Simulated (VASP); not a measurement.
## KCl: relaxation of cell and atoms with PBEsol+D3(BJ)

Crystal: KCl.

```
CELL_PARAMETERS angstrom
0.00000 2.99180 2.99180
2.99180 0.00000 2.99180
2.99180 2.99180 0.00000
ATOMIC_POSITIONS crystal
K 0.00000 0.00000 0.00000
Cl 0.50000 0.50000 0.50000
```

```
Program                : VASP 6.6.1
Task                   : relaxation of cell and atoms
Functional             : PBEsol
Dispersion             : D3(BJ)
Potentials or basis    : VASP PAW PBE potentials, release 64 (K_sv, Cl)
Cutoff                 : 520 eV
k mesh                 : 12 × 12 × 12
Occupations            : gaussian, width 0.1 eV
Spin                   : no spin polarisation
Target pressure        : 2 GPa
Further INCAR settings : ALGO = Normal; EDIFF = 1e-07; IBRION = 2; EDIFFG = -0.002; NSW = 80; ISIF = 3
Target pressure        : 2 GPa
```

```json
{
  "Relaxed volume": "26.76 Å³/atom",
  "Relaxed cell": "a = 4.230 Å, b = 4.230 Å, c = 4.230 Å, α = 60.00°, β = 60.00°, γ = 60.00°",
  "Space group after relaxing (to 0.05 Å)": "Fm-3m (No. 225)",
  "Energy change on relaxing (the enthalpy is what falls)": "+0.2 meV/atom",
  "Ionic steps": "2",
  "Pressure after relaxing": "2.0 GPa",
  "Band gap on the k mesh": "5.55 eV, direct",
  "Dispersion energy per atom": "-0.219 eV"
}
```

The path:
| step | energy change (eV) | largest force (eV/Å) | pressure (GPa) | volume (Å³) |
| --- | --- | --- | --- | --- |
| 1 | 0.0000 | 0.0000 | 1.97 | 53.56 |
| 2 | 0.0004 | 0.0000 | 1.99 | 53.52 |

Final structure:
```cif
data_structure
_symmetry_space_group_name_H-M 'P 1'
_symmetry_Int_Tables_number 1
_cell_length_a 4.2301
_cell_length_b 4.2301
_cell_length_c 4.2301
_cell_angle_alpha 60.000
_cell_angle_beta 60.000
_cell_angle_gamma 60.000
_cell_volume 53.52
loop_
_atom_site_label
_atom_site_type_symbol
_atom_site_fract_x
_atom_site_fract_y
_atom_site_fract_z
_atom_site_occupancy
K1 K 0.00000 0.00000 0.00000 1
Cl1 Cl 0.50000 0.50000 0.50000 1
```

Levels at points of the mesh, in eV from the valence-band top:
```
           k point  band 5  band 6  band 7  band 8  band 9  band 10  band 11  band 12
(0.00, 0.00, 0.00)  -10.24    0.00    0.00    0.00    5.55     8.30     8.30     8.30
(0.50, 0.00, 0.00)   -9.89   -1.39   -0.48   -0.48    7.83     9.05    10.94    10.94
(0.50, 0.50, 0.00)  -10.35   -0.77   -0.26   -0.26    6.19     8.92    10.44    10.81
```

Run time: 27 s on 1 thread of Intel(R) Xeon(R) Platinum 8488C (Sapphire Rapids), with other jobs on the host, peak memory 0.2 GiB.

Caveat: the cell is relaxed towards a set pressure, so the enthalpy falls and the energy may rise; the PAW data sets were made with another functional, which shifts forces and pressure a little. A k mesh can miss the band edges.
